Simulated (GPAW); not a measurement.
# K K ELNES/XANES of KF (Carobbiite, Fm-3m) from DFT

How does the K K edge of KF (Carobbiite, Fm-3m) move when the bonds are compressed or stretched?

Method: X-ray absorption from dipole matrix elements to empty bands, plane-wave PAW PBE, in GPAW 26.7.0.

## 1. Starting point

Symmetry: Fm-3m, No. 225, cubic system. The conventional cell has a = 5.344 Å, b = 5.344 Å, c = 5.344 Å, α = 90.00°, β = 90.00°, γ = 90.00°. Nearest to K lie 6 F at 2.67 Å. F has 6 K at 2.67 Å nearest. Farther neighbours and most contacts between anions are not listed.

Coordinates:

```
K F
1.0
     0.00000    2.67185    2.67185
     2.67185    0.00000    2.67185
     2.67185    2.67185    0.00000
K F
1 1
Cartesian
  0.0000 0.0000 0.0000
  2.6719 2.6719 2.6719
```

## 2. Ground state of the crystal

The ground state comes first: it tells whether the system has a gap, which decides how the excited electron is treated.

Input file scf.py:

```python
import numpy as np
from ase import Atoms
from ase.parallel import parprint, paropen
from gpaw import GPAW, PW, FermiDirac, Mixer, MixerDif, setup_paths
from gpaw.test import gen
setup_paths.insert(0, '.')
gen('K', name='nch1s', xcname='PBE', corehole=(1, 0, 0), write_xml=True)
from gpaw.mpi import world
world.barrier()

atoms = Atoms('KF',
    cell=[[0, 2.67185, 2.67185],
     [2.67185, 0, 2.67185],
     [2.67185, 2.67185, 0]],
    scaled_positions=[[0, 0, 0],
     [0.5, 0.5, 0.5]],
    pbc=True)
atoms.calc = calc = GPAW(legacy_gpaw=True, mode=PW(500, force_complex_dtype=True), xc='PBE', setups={0: 'nch1s'},
    kpts={'size': (8, 8, 8), 'gamma': True}, occupations=FermiDirac(0.05),
    charge=0, mixer=Mixer(0.1, 5, 50), maxiter=150,
    convergence={'density': 0.0001, 'eigenstates': 1e-6}, txt='scf.txt')
energy = atoms.get_potential_energy() + calc.get_reference_energy()
ef = calc.get_fermi_level()
out = dict(energy=energy, fermi=ef, forces=atoms.get_forces().tolist())
parprint(f'all-electron energy {energy:.4f} eV, Fermi level {ef:.4f} eV')
ev = np.array([[calc.get_eigenvalues(k, s) for k in range(len(calc.get_ibz_k_points()))] for s in range(calc.get_number_of_spins())])
out['homo'], out['lumo'], out['counts'] = ev[ev < ef].max(), ev[ev > ef].min(), sorted(set((ev < ef).sum((0, 2)).tolist()))
out['filled'] = (ev[:, 0] < ef).sum(1).tolist()
import json
with paropen('out.json', 'w') as f:
    json.dump(out, f)
```

Started as:

```console
$ OMP_NUM_THREADS=1 mpirun -n 4 gpaw python scf.py
```

Numbers of over 12 decimals in the logs are rounded to 6 here.

The program printed:

```text
Input parameters:
  convergence: {density: 0.0001,
                eigenstates: 1e-06}
  kpts: {gamma: True,
         size: (8, 8, 8)}
  maxiter: 150
  mixer: {backend: pulay,
          beta: 0.1,
          method: separate,
          nmaxold: 5,
          weight: 50}
  mode: {ecut: 500.0,
         force_complex_dtype: True,
         name: pw}
  occupations: {fixmagmom: False,
                name: fermi-dirac,
                width: 0.05}
  setups: {0: nch1s}
  xc: PBE

Initialize ...

[... PAW data sets ...]

Reference energy: -19096.334385  # eV

Spin-paired calculation

[... convergence settings ...]
Symmetries present (total): 48
  [... symmetry matrices ...]

512 k-points: 8 x 8 x 8 Monkhorst-Pack grid + [1/16,1/16,1/16]
29 k-points in the irreducible part of the Brillouin zone
       k-points in crystal coordinates                weights
   0:     0.00000000    0.00000000    0.00000000          1/512
   1:     0.12500000    0.12500000    0.00000000          6/512
   2:     0.12500000    0.12500000    0.12500000          8/512
   3:     0.25000000    0.12500000    0.12500000         12/512
   4:     0.25000000    0.25000000    0.00000000          6/512
   5:     0.25000000    0.25000000    0.12500000         24/512
   6:     0.25000000    0.25000000    0.25000000          8/512
   7:     0.37500000    0.25000000   -0.37500000         24/512
   8:     0.37500000    0.25000000    0.12500000         24/512
   9:     0.37500000    0.25000000    0.25000000         24/512
          ...
  28:     0.50000000    0.50000000    0.50000000          4/512

Wave functions: Plane wave expansion
  Cutoff energy: 500.000 eV
  Number of coefficients (min, max): 941, 982
  Pulay-stress correction: 0.000000 eV/Ang^3 (de/decut=0.000000)
  Using FFTW library
  Wavefunction extrapolation:
    Improved wavefunction reuse through dual PAW basis

Occupation numbers: Fermi-Dirac:
  width: 0.0500  # eV

Eigensolver
   Davidson(niter=2)

Densities:
  Coarse grid: 20*20*20 grid
  Fine grid: 40*40*40 grid
  Total Charge: 0.000000

Density mixing:
  Method: separate
  Backend: pulay
  Linear mixing parameter: 0.1
  old densities: 5
  Width of damping distribution: 1.1
  Damping of long wavelength oscillations: 50

[... Hamiltonian set-up ...]
Number of atoms: 2
Number of atomic orbitals: 9
Number of bands in calculation: 9
Number of valence electrons: 16
Bands to converge: occupied

... initialized

Initializing position-dependent things.

Density initialized from atomic densities
Creating initial wave functions:
  9 bands from LCAO basis set

               F

       K

Atomic positions and initial magnetic moments

Positions:
   0 K      0.000000    0.000000    0.000000    ( 0.0000,  0.0000,  0.0000)
   1 F      2.671850    2.671850    2.671850    ( 0.0000,  0.0000,  0.0000)

Unit cell:
           periodic     x           y           z      points  spacing
  1. axis:    yes    0.000000    2.671850    2.671850    20     0.1543
  2. axis:    yes    2.671850    0.000000    2.671850    20     0.1543
  3. axis:    yes    2.671850    2.671850    0.000000    20     0.1543

  Lengths:   3.778567   3.778567   3.778567
  Angles:   60.000000  60.000000  60.000000

Effective grid spacing dv^(1/3) = 0.1683

iter:   1    -8.996670
iter:   2    -8.659591   -1.04  -1.24
iter:   3    -8.314686   -0.60  -1.32
iter:   4    -8.304415   -1.38  -1.46
iter:   5    -8.315770   -2.20  -1.67
iter:   6    -8.367560   -1.19  -2.35
iter:   7    -8.322150   -2.45  -1.94
iter:   8    -8.315859   -2.66  -2.23
iter:   9    -8.312487   -2.37  -2.42
iter:  10    -8.312719c  -3.96  -2.96
iter:  11    -8.314373c  -3.14  -2.96
iter:  12    -8.312782c  -3.30  -2.69
iter:  13    -8.312751c  -4.02  -3.36
iter:  14    -8.312749c  -4.77  -3.71
iter:  15    -8.312786c  -5.08  -3.88
iter:  16    -8.312820c  -5.08  -3.54
iter:  17    -8.312749c  -4.62  -3.38
iter:  18    -8.312777c  -5.52  -3.92
iter:  19    -8.312749c  -4.59  -3.56
iter:  20    -8.312752c  -6.11c -3.98
iter:  21    -8.312750c  -6.36c -4.25c

Converged after 21 iterations.

Dipole moment: (0.000000, 0.000000, 0.000000) |e|*Ang

Energy contributions relative to reference atoms: (reference = -19096.334385)

Kinetic:         +6.078254
Potential:       -4.611916
External:        +0.000000
XC:              -9.348470
Entropy (-ST):   -0.000000
Local:           -0.430618
SIC:             +0.000000
--------------------------
Free energy:     -8.312750
Extrapolated:    -8.312750

Showing only first 2 kpts
 Kpt  Band  Eigenvalues  Occupancy
  0     6     -0.34759    2.00000
  0     7     -0.34759    2.00000
  0     8      5.82695    0.00000

  1     6     -0.36803    2.00000
  1     7     -0.36731    2.00000
  1     8      6.37543    0.00000

Fermi level: 1.31906

Gap: 6.175 eV
Transition (v -> c):
  (s=0, k=0, n=7, [0.00, 0.00, 0.00]) -> (s=0, k=0, n=8, [0.00, 0.00, 0.00])
No difference between direct/indirect transitions

Forces in eV/Ang:
  0 K     0.00000   -0.00000   -0.00000
  1 F    -0.00000    0.00000    0.00000
Scalar-relativistic atomic PBE calculation for K (Potassium, Z=19)
Core hole in 1s state (1s occupation: 2.0)
600 radial gridpoints.
|------------------------------------------------|
|------------------------------------------------|
[... the atom generator's iteration count ...]

Energy contributions:
-------------------------
Kinetic:     +605.575744
XC:           -33.353632
Potential:  -1174.258832
-------------------------
Total:       -602.036720

state      eigenvalue         ekin         rmax
-----------------------------------------------
1s^2.0 :  -129.417635   174.301205        0.053
2s^2.0 :   -12.985900    28.555415        0.318
2p^6.0 :   -10.294302    27.498621        0.263
3s^2.0 :    -1.298661     5.113116        1.077
3p^6.0 :    -0.691375     4.047189        1.156
4s^1.0 :    -0.085214     0.361410        4.167
-----------------------------------------------
(units: Bohr and Hartree)

Generating PAW setup
Kinetic energy of the core from tauc = 573.024806
Cutoffs:
rc(s)=2.120
rc(p)=2.090
rc(d)=1.770
rc(vbar)=2.070
rc(comp)=2.090
rc(nct)=2.120

Kinetic energy of the core states: 570.704967
Charge: 0.0
Core electrons: 10.0
Valence electrons: 9.0
Pseudo-core charge: 0.000515
Shape function alpha=2.289
Pseudo-electron charge 7.285599
state    eigenvalue         norm
--------------------------------
3s(2) :    -1.298661     0.973389
4s(1) :    -0.085214     0.996539
3p(6) :    -0.691375     0.723628
*p    :     0.308625
*d    :     0.000000
--------------------------------

Diagonalizing with gridspacing h=0.050

state   all-electron     PAW
-------------------------------
3s:      -1.298661    -1.299239
3p:      -0.691375    -0.692667
*d:                    0.007875
*f:                    0.052153
-------------------------------
all-electron energy -19104.6471 eV, Fermi level 1.3191 eV
```

Run time: 4.2 s. Hardware: 4 MPI ranks of Arm Neoverse V2, shared host; peak memory 0.16 GiB; 16 s of CPU time.

The mesh shows a gap of 6.17 eV, so the hole is first treated in a charged cell, without the excited electron.

## 3. Supercell without a hole, the energy reference

The photon energy needs a difference of total energies, so the cell and mesh of the coming hole run are first run without a hole.

scf.py: that of step 2 with these lines changed.

```diff
@@ -10,11 +10,21 @@
 
-atoms = Atoms('KF',
-    cell=[[0, 2.67185, 2.67185],
-     [2.67185, 0, 2.67185],
-     [2.67185, 2.67185, 0]],
+atoms = Atoms('K6F6',
+    cell=[[2.67185, 5.3437, 2.67185],
+     [2.67185, -5.3437, 2.67185],
+     [2.67185, -2.67185, -5.3437]],
     scaled_positions=[[0, 0, 0],
-     [0.5, 0.5, 0.5]],
+     [0.66666667, 0, 0.33333333],
+     [0.5, 0.5, 0],
+     [0.33333333, 0, 0.66666667],
+     [0.16666667, 0.5, 0.33333333],
+     [0.83333333, 0.5, 0.66666667],
+     [0.75, 0.25, 0],
+     [0.41666667, 0.25, 0.33333333],
+     [0.25, 0.75, 0],
+     [0.08333333, 0.25, 0.66666667],
+     [0.91666667, 0.75, 0.33333333],
+     [0.58333333, 0.75, 0.66666667]],
     pbc=True)
 atoms.calc = calc = GPAW(legacy_gpaw=True, mode=PW(500, force_complex_dtype=True), xc='PBE', setups={0: 'nch1s'},
-    kpts={'size': (8, 8, 8), 'gamma': True}, occupations=FermiDirac(0.05),
+    kpts={'size': (3, 2, 3), 'gamma': True}, occupations=FermiDirac(0.02),
     charge=0, mixer=Mixer(0.1, 5, 50), maxiter=150,
```

The program printed:

```text
Input parameters:
  convergence: {density: 0.0001,
                eigenstates: 1e-06}
  kpts: {gamma: True,
         size: (3, 2, 3)}
  maxiter: 150
  mixer: {backend: pulay,
          beta: 0.1,
          method: separate,
          nmaxold: 5,
          weight: 50}
  mode: {ecut: 500.0,
         force_complex_dtype: True,
         name: pw}
  occupations: {fixmagmom: False,
                name: fermi-dirac,
[...]
3s(2) :    -1.298661     0.973389
4s(1) :    -0.085214     0.996539
3p(6) :    -0.691375     0.723628
*p    :     0.308625
*d    :     0.000000
--------------------------------

Diagonalizing with gridspacing h=0.050

state   all-electron     PAW
-------------------------------
3s:      -1.298661    -1.299239
3p:      -0.691375    -0.692667
*d:                    0.007875
*f:                    0.052153
-------------------------------
all-electron energy -114627.9051 eV, Fermi level 1.2645 eV
[key lines of the parts left out:]
Converged after 18 iterations.
Dipole moment: (-0.000000, 0.000000, 0.000000) |e|*Ang
Free energy:    -49.900746
Fermi level: 1.26453
```

Run time: 24 s. Hardware: 4 MPI ranks; peak memory 0.28 GiB; 94 s of CPU time.

Reference energy: -114627.905 eV with the cores included.

(Continued in part 2 of 3.)

[Banner, clock and machine lines of the logs are left out without a mark of their own.]

[Logs are printed without paths, hosts, clocks, repeated set-up lines and the standing remarks that a program may print on its own settings, such as how far it seeks lower states.]

[Hosts, paths, dates, database ids (printed as entryN), source tags and the programs' standing remarks are cut or masked in the printed files.]

[Lists of maxima count a maximum above −3 eV only where it reaches 4 % of the highest in the window and stands out from its surroundings by 2 % of it (1.5 % where it reaches 55 %); shoulders and weaker maxima are passed over, and of the rest the first, up to two pre-edge ones and the few strongest are named.]
